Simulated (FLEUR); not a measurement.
The system is La2O3.

```
CELL_PARAMETERS angstrom
3.93078 0.00000 0.00000
-1.96539 3.40415 0.00000
0.00000 0.00000 6.11195
ATOMIC_POSITIONS crystal
La 0.33333 0.66667 0.24624
La 0.66667 0.33333 0.75376
O 0.00000 0.00000 0.00000
O 0.33333 0.66667 0.64589
O 0.66667 0.33333 0.35411
```

The cell is a database's computed one.

Base run:

| Quantity | Value |
| --- | --- |
| Program | FLEUR MaX-R8.1 (later development tree) |
| Functional | LDA |
| Potentials or basis | all-electron |
| Basis | FLAPW |
| Kmax | 4.42 1/bohr |
| k mesh | 8 × 8 × 5 |
| Occupations | fermi-dirac, width 0.05 eV |
| Spin | no spin polarisation |

Its results: band gap on the k mesh 3.77 eV, indirect (least direct gap 3.92 eV).

Question: The run is repeated on the same cell with these changes: functional from LDA to r2SCAN. What comes out?

Answer: Band gap on the k mesh 4.29 eV, indirect (least direct gap 4.43 eV).

r2SCAN gives the wider gap, since meta-GGAs in the generalised Kohn-Sham scheme recover part of the derivative discontinuity.

Caveats: spin-orbit coupling is left out, which moves the levels of the heavy elements; the meta-GGA is that of a development version, with a GGA for the radial functions and cores and without core tails (some runs).

A k mesh can miss the band edges.

Not every run made on this cell is shown here.
